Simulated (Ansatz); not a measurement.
# Si: the cost of one run

Program: Ansatz 0.2 development build. Level of theory: DFT, PBE, PAW, task scf. These are calculated values, not measurements.

### 1 The structure to begin with

Symmetry: Cm, No. 8, monoclinic system. Conventional cell: a = 7.681 Å, b = 7.681 Å, c = 5.431 Å, α = 90.00°, β = 90.00°, γ = 90.00°. Si (site symmetry m) has 4 Si at 2.31 to 2.37 Å as nearest neighbours. Si (site symmetry m) is surrounded by 4 Si at 2.31 to 2.35 Å. Si (site symmetry m) has 4 Si at 2.35 Å as nearest neighbours. Around Si (site symmetry 1) lie 4 Si at 2.35 Å. Si (site symmetry 1) is surrounded by 4 Si at 2.35 to 2.37 Å.

The space group Cm holds at a tolerance of 0.01 Å; at 0.001 Å the coordinates give P1. Cell or atoms stand a little off a more symmetric structure (Fd-3m at a tolerance of 0.3 Å), so results at this geometry aren't those of that ideal crystal.

As a file:

```
CELL_PARAMETERS angstrom
5.43100 0.00000 0.00000
0.00000 5.43100 0.00000
0.00000 0.00000 5.43100
ATOMIC_POSITIONS crystal
Si 0.00589 0.00354 0.00265
Si 0.25000 0.25000 0.25000
Si 0.00000 0.50000 0.50000
Si 0.25000 0.75000 0.75000
Si 0.50000 0.00000 0.50000
Si 0.75000 0.25000 0.75000
Si 0.50000 0.50000 0.00000
Si 0.75000 0.75000 0.25000
```

### 2 Running it

input.yaml

```yaml
crystal:
  lattice:
    - [5.4310, 0.0000, 0.0000]
    - [0.0000, 5.4310, 0.0000]
    - [0.0000, 0.0000, 5.4310]
  atoms:
    - { symbol: Si, position: [0.00589210, 0.00353526, 0.00265145] }
    - { symbol: Si, position: [0.25000000, 0.25000000, 0.25000000] }
    - { symbol: Si, position: [0.00000000, 0.50000000, 0.50000000] }
    - { symbol: Si, position: [0.25000000, 0.75000000, 0.75000000] }
    - { symbol: Si, position: [0.50000000, 0.00000000, 0.50000000] }
    - { symbol: Si, position: [0.75000000, 0.25000000, 0.75000000] }
    - { symbol: Si, position: [0.50000000, 0.50000000, 0.00000000] }
    - { symbol: Si, position: [0.75000000, 0.75000000, 0.25000000] }
  symmetry: { detect: false }
kpoints: { mp_grid: { grid: [1, 1, 1], shift: [0.5, 0.5, 0.5] } }
hamiltonian: { xc: pbe, pseudopotentials: { kind: paw, source: ansatz } }
scf: { max_iter: 300, convergence: { dr2_threshold: 1.0e-9 eV }, occupations: { method: fixed } }
output: { active_space: { virtuals_per_pair: 4 } }
```

Launch:

```bash
$ ansatz run input.yaml --threads 11 --events-out ev
```

What time and memory should one allow on 1 × NVIDIA GB300 with 11 threads of Arm Neoverse V2 (Grace), shared host?

About 4.1 s, with a peak of 1.6 GiB on the host and 1.2 GiB on a GPU.
